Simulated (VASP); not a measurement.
A run of VASP 6.6.1 is set up as follows.

Contents of INCAR:

```
ALGO = Fast ; EDIFF = 1E-7
ENCUT = 520 ; GGA = PE
ISIF = 2 ; ISMEAR = -1
IVDW = 12 ; LASPH = True
LCHARG = True ; LELF = True
LREAL = Auto ; LVHAR = True
LWAVE = False ; NBANDS = 38
NELM = 100 ; PREC = Accurate
SIGMA = 0.02
```

Contents of KPOINTS:

```
k-points
0
Gamma
  1 1 1
```

The input POSCAR:

```
H12CO5
1.0
    5.5211310000      0.0000000000      0.0000000000
    0.0000000000      5.5211310000      0.0000000000
    0.0000000000      0.0000000000      5.5211310000
O H C
5 12 1
Direct
    0.8554225574      0.8636092859      0.9121681771
   -0.1378521901      0.2176546798      0.3055171123
    0.5366654042      0.5885931705      0.2939796212
    0.1808506264      0.5352888747      1.0081267769
    0.2959357422     -0.1275101062      0.6358660934
    0.8730276460      1.0155165672      1.0125099368
    0.9672293593      0.9074046604      0.7827925112
   -0.3001921164      0.2891255433      0.3388979541
   -0.0205030455      0.3520836582      0.3425747370
    0.6455018003      0.6800599370      0.1902146499
    0.3901736800      0.5688146143      0.1949600544
    0.2823334567      0.6312293622      0.8903791633
    0.0231655434      0.6391444072      0.9948867361
    0.2857023316      0.2386648678      0.7231308223
    0.3901555678     -0.2338832388      0.5159993487
    0.5768021081      0.1081843557      0.6494321544
    0.3502180984      0.1774274148      0.4157843746
    0.3889058238      0.1174215935      0.6062525957
```

Potentials or basis: VASP PAW PBE potentials, release 64 (O, H, C).

Launch:

```console
$ cat potpaw_PBE.64/O/POTCAR potpaw_PBE.64/H/POTCAR potpaw_PBE.64/C/POTCAR > POTCAR
$ mpirun -np 1 vasp_gam > vasp.out
```

(1) What does it give for the pressure?

(2) Estimate the dispersion energy per atom.

(3) Predict the band gap on the k mesh.

Results:

(1) -0.8 GPa.

(2) -0.037 eV.

(3) 4.71 eV, direct.
